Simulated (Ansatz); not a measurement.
input.yaml (Ansatz 0.2.0):

```yaml
crystal:
  lattice:
    - [3.0242845822, 0.0, 0.0]
    - [0.0, 3.0242845822, 0.0]
    - [0.0, 0.0, 3.0242845822]
  atoms:
    - { symbol: Ti, position: [0.0, 0.0, 0.0], spin: 0.05, spin_axis: [0.0, 0.0, 1.0] }
    - { symbol: Co, position: [0.5, 0.5, 0.5], spin: 1.05, spin_axis: [0.0, 0.0, 1.0] }
basis:
  ecutwfc: 420
  ecutrho_ratio: 4
kpoints:
  mp_grid: { grid: [12, 12, 12] }
hamiltonian:
  xc: pbe
scf:
  occupations: { method: gaussian, width: 0.05 }
output:
  forces: true
  stress: true
  eigenvalues: true
  populations: true
  write_density: true
  write_potential: true
  elf: true
  volumetric_format: npy
magnetization:
  noncollinear: true
  spin_orbit: true
```

Launched as:
```sh
ansatz run input.yaml --threads 4 --pin off --max-ram 7168MiB --backend cpu --events-out ev --progress --plain --runs-dir out
```

The chain of runs began from a structure of the Materials Project database, expanded in volume; all values here are this work's own. Such entries can be computed or ordered models and not known phases.

**Question.** Predict the main results.

**Answer.** Pressure -5.9 GPa, gap on the mesh zero (metallic), site spin moments Co 0.99 μB (PBE+SOC).

The output:

```
Pseudopotentials: kind: paw_fr
Pseudopotential: Ti, paw_fr, valence charge 12, recommended cutoff 420 eV (normal), Ti.paw.azcp#standard-fr
Pseudopotential: Co, paw_fr, valence charge 17, recommended cutoff 420 eV (normal), Co.paw.azcp#standard-fr
Crystal: 2 atoms, lattice volume = 27.661 Å³
Basis set: ecut = 420 eV, 515 PW (Γ), exchange–correlation on 48×48×48 points (8 copies of the dense FFT grid, shifted against one another)
Bands: 38, of which v1, the nominal top of the filled ones, is band 29 counted from 1 (28 counted from 0)
Symmetry: 8 space group operations + 8 with time reversal
Magnetic group: BNS 123.345 (UNI 1005), of the structure as read, at distance tolerance 3.0e-5 Å
k-points: 196 of 1728 (time reversal used)
Projection manifold: j_resolved (fully-relativistic pseudo-atomic orbitals)
Initial density: superposition of atomic densities (chi_scale 0.1, normalization cell)
Starting moments: Σ|m| = 1.1 μB on 2 of 2 sites
Initial wavefunctions: pseudopotential atomic-orbital guess
Functional: x = pbe(κ = 0.804, μ = 0.21951), c = pbe(β = 0.06672)
```

```
SCF iter   1: F=—  HF=-7628.179552 eV  |F-HF|=—  |Δ(HF+E_count)|=         —  Δρ=2.04e-1  dr2=1.36e1  dr2_m=6.33e-1  ethr=3.10e-3  |M|=3.47e-1 ∫|m|=4.35e-1 μB  |m|>n=0.0e0 m-floor=0.0e0 τ_xc=0.0e0 mc-row=0.0e0  β_m=0.30  ⟨swp⟩=7.2  Hψ=36254  notcnv=0  defer=24
SCF iter   2: F=—  HF=-7640.804348 eV  |F-HF|=—  |Δ(HF+E_count)|=    1.26e1  Δρ=1.10e0  dr2=3.27e2  dr2_m=9.22e-2  ethr=3.10e-3  |M|=7.55e-1 ∫|m|=7.80e-1 μB  |m|>n=0.0e0 m-floor=0.0e0 τ_xc=5.0e-5 mc-row=0.0e0  β_m=0.30  ⟨swp⟩=3.9  Hψ=19429  notcnv=0  defer=387
SCF iter   3: F=—  HF=-7627.186184 eV  |F-HF|=—  |Δ(HF+E_count)|=    1.36e1  Δρ=9.98e-2  dr2=3.54e0  dr2_m=1.45e-1  ethr=3.10e-3  |M|=4.22e-1 ∫|m|=5.22e-1 μB  |m|>n=0.0e0 m-floor=0.0e0 τ_xc=1.5e-4 mc-row=0.0e0  β_m=0.30  ⟨swp⟩=3.5  Hψ=18290  notcnv=0  defer=536
SCF iter   4: F=—  HF=-7632.724282 eV  |F-HF|=—  |Δ(HF+E_count)|=    5.54e0  Δρ=7.39e-1  dr2=1.75e2  dr2_m=3.09e-1  ethr=3.10e-3  |M|=9.68e-1 ∫|m|=1.18e0 μB  |m|>n=0.0e0 m-floor=0.0e0 τ_xc=1.5e-4 mc-row=0.0e0  β_m=0.30  ⟨swp⟩=3.6  Hψ=19109  notcnv=0  defer=385
SCF iter   5: F=—  HF=-7627.035792 eV  |F-HF|=—  |Δ(HF+E_count)|=    5.69e0  Δρ=8.52e-2  dr2=2.29e0  dr2_m=1.03e-1  ethr=3.10e-3  |M|=4.47e-1 ∫|m|=6.18e-1 μB  |m|>n=0.0e0 m-floor=0.0e0 τ_xc=1.1e-4 mc-row=0.0e0  β_m=0.30  ⟨swp⟩=3.2  Hψ=20434  notcnv=0  defer=558
SCF iter   6: F=—  HF=-7626.906611 eV  |F-HF|=—  |Δ(HF+E_count)|=   1.29e-1  Δρ=2.93e-2  dr2=2.96e-1  dr2_m=1.29e-2  ethr=3.10e-3  |M|=5.48e-1 ∫|m|=7.07e-1 μB  |m|>n=0.0e0 m-floor=0.0e0 τ_xc=1.4e-4 mc-row=0.0e0  β_m=0.30  ⟨swp⟩=2.0  Hψ=9682  notcnv=0  defer=641
SCF iter   7: F=—  HF=-7626.909817 eV  |F-HF|=—  |Δ(HF+E_count)|=   3.21e-3  Δρ=3.76e-2  dr2=4.07e-1  dr2_m=7.61e-3  ethr=1.02e-3  |M|=5.44e-1 ∫|m|=6.97e-1 μB  |m|>n=0.0e0 m-floor=0.0e0 τ_xc=1.9e-4 mc-row=0.0e0  β_m=0.30  ⟨swp⟩=2.0  Hψ=8007  notcnv=0  defer=614
Mixer restart at iter 7: flushing history
spin-set hold released at iteration 7 (site moments contracting): the magnetisation degrees of freedom join the quasi-Newton model from the next iteration; the mixer history was flushed
SCF iter   8: F=—  HF=-7627.357502 eV  |F-HF|=—  |Δ(HF+E_count)|=   4.48e-1  Δρ=2.04e-1  dr2=1.06e1  dr2_m=1.58e-1  ethr=1.02e-3  |M|=7.93e-1 ∫|m|=1.03e0 μB  |m|>n=0.0e0 m-floor=0.0e0 τ_xc=2.2e-4 mc-row=0.0e0  β_m=0.13  ⟨swp⟩=3.4  Hψ=13652  notcnv=0  defer=602  recentre
...
SCF iter  18: F=—  HF=-7626.922596 eV  |F-HF|=—  |Δ(HF+E_count)|=   6.09e-8  Δρ=8.72e-5  dr2=1.79e-6  dr2_m=1.31e-7  ethr=4.94e-9  |M|=9.17e-1 ∫|m|=1.19e0 μB  |m|>n=0.0e0 m-floor=0.0e0 τ_xc=1.1e-3 mc-row=0.0e0  β_m=0.66  ⟨swp⟩=2.0  Hψ=9293  notcnv=0  defer=553
SCF iter  19: F=—  HF=-7626.922596 eV  |F-HF|=—  |Δ(HF+E_count)|=   7.18e-8  Δρ=2.56e-5  dr2=1.69e-7  dr2_m=3.52e-9  ethr=4.94e-9  |M|=9.17e-1 ∫|m|=1.19e0 μB  |m|>n=0.0e0 m-floor=0.0e0 τ_xc=1.1e-3 mc-row=0.0e0  β_m=0.83  ⟨swp⟩=1.9  Hψ=7204  notcnv=0  defer=553
SCF iter  20: F=-7626.922596 eV  HF=-7626.922596 eV  |F-HF|=1.81e-8  |Δ(HF+E_count)|=   7.09e-9  Δρ=8.93e-6  dr2=1.93e-8  dr2_m=1.16e-9  ethr=3.45e-10  |M|=9.17e-1 ∫|m|=1.19e0 μB  |m|>n=0.0e0 m-floor=0.0e0 τ_xc=1.1e-3 mc-row=0.0e0  β_m=0.76  ⟨swp⟩=11.5  Hψ=42313  notcnv=0
SCF iter  21: F=-7626.922596 eV  HF=-7626.922596 eV  |F-HF|=2.04e-10  |Δ(HF+E_count)|=  8.79e-10  Δρ=1.20e-6  dr2=2.35e-10  dr2_m=9.14e-11  ethr=6.65e-11  |M|=9.17e-1 ∫|m|=1.19e0 μB  |m|>n=0.0e0 m-floor=0.0e0 τ_xc=1.1e-3 mc-row=0.0e0  ⟨swp⟩=5.0  Hψ=34892  notcnv=0
```

```
SCF 1 converged in 21 iterations: F = -7626.922596 eV  dr2 = 2.35e-10
SCF converged after 21 iterations
an eigenvalue changed by more than its tolerance at an iteration that met the thresholds in force, so the SCF went on 1 time: the last check found none over its tolerance
Magnetization: |M| = 0.9170 μB,  M = (+0.0000,  0.0000, +0.9170) μB
Absolute magnetization: 1.1892 μB (∫|m|, with the PAW one-centre terms)
  site 0: m = (+0.0000,  0.0000, -0.0475) μB, |m| = 0.0475 μB  (R = 1.08 Å)
  site 1: m = (+0.0000,  0.0000, +1.0461) μB, |m| = 1.0461 μB  (R = 1.08 Å)
Free energy (F): -7626.922596 eV
E sigma→0 (E₀):  -7626.921352 eV
Entropy (-TS):   -0.002489 eV (-1.244 meV/atom)
Fermi energy:    15.933092 eV
--- Per-component energies (eV) ---
  E_band       = -425.687775
  E_kinetic    = 726.803467
  E_local      = -3955.378193  (includes V_loc(G=0)·N_el)
  E_nonlocal   = 459.771001
  E_hartree    = 1665.123827
  E_xc         = -256.907553
  E_vxc        = -327.677167  (∫ρ·V_xc dr)
  E_paw        = -2562.630466  (= ΣΔE_a)
  E_vpaw       = -659.455500  (= ΣTr[D̂ρ^β])
  E_aug_tail   = 0.000173  (compensation charges beyond the density's cutoff)
  E_ewald      = -3703.702364
  E_smearing   = -0.002489  (= −TS)
--- Forces (eV/Å), atoms counted from 1 ---
  atom   1  Ti     0.00000000     0.00000000     0.00000000
  atom   2  Co     0.00000000     0.00000000     0.00000000
--- Stress (GPa, compression-positive) ---
       -5.933736       0.000000       0.000000
        0.000000      -5.933736       0.000000
        0.000000       0.000000      -5.930512
  P = ⅓ Tr σ = -5.9327 GPa (-59.327 kbar)
--- Löwdin populations: 2 sites ---
  site symbol       q [e]
     0     Ti     11.8220
     1     Co     16.8057
```

Cost: 41 s on 4 threads of Arm Neoverse V2, with other jobs on the host, peak memory 0.78 GiB.

Site moments are of spin, integrated over Gaussian weights of 0.5 Å, which gives about a tenth less on f atoms than spheres do. Only parallel moments were tried, so the real magnetic order may be another.
